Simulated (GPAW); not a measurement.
The system is CaO.

```
CELL_PARAMETERS angstrom
0.00000 2.40356 2.40356
2.40356 0.00000 2.40356
2.40356 2.40356 0.00000
ATOMIC_POSITIONS crystal
Ca 0.00000 0.00000 0.00000
O 0.50000 0.50000 0.50000
```

The cell is a database's computed one.

* Program: GPAW 26.7.0
* Task: relaxation of cell and atoms
* Functional: PBEsol
* Dispersion: D4
* Potentials or basis: PAW data sets generated in the run's folder for this functional
* Cutoff: 800 eV
* Basis: pw
* k mesh: 10 × 10 × 10
* Occupations: fermi-dirac, width 0.05 eV
* Spin: no spin polarisation

At the start: pressure -3.3 GPa; volume 13.89 Å³/atom.

Task: Where does the relaxation end?

Result: Over 3 steps the energy falls by 4.0 meV/atom and the volume is 13.47 Å³/atom (-3.0 %); space group Fm-3m (No. 225, to 0.05 Å).

The path:
| step | energy change (eV) | largest force (eV/Å) | pressure (GPa) | volume (Å³) |
| --- | --- | --- | --- | --- |
| 1 | 0.0000 | 0.0000 | -3.26 | 27.77 |
| 2 | -0.0030 | 0.0000 | -2.62 | 27.60 |
| 3 | -0.0079 | 0.0000 | 0.10 | 26.94 |

Final structure:
```
Ca O
1.0
     0.00000    2.37936    2.37936
     2.37936    0.00000    2.37936
     2.37936    2.37936    0.00000
Ca O
1 1
Direct
  0.00000 0.00000 0.00000
  0.50000 0.50000 0.50000
```

Caveat: later steps reuse the first step's grids.
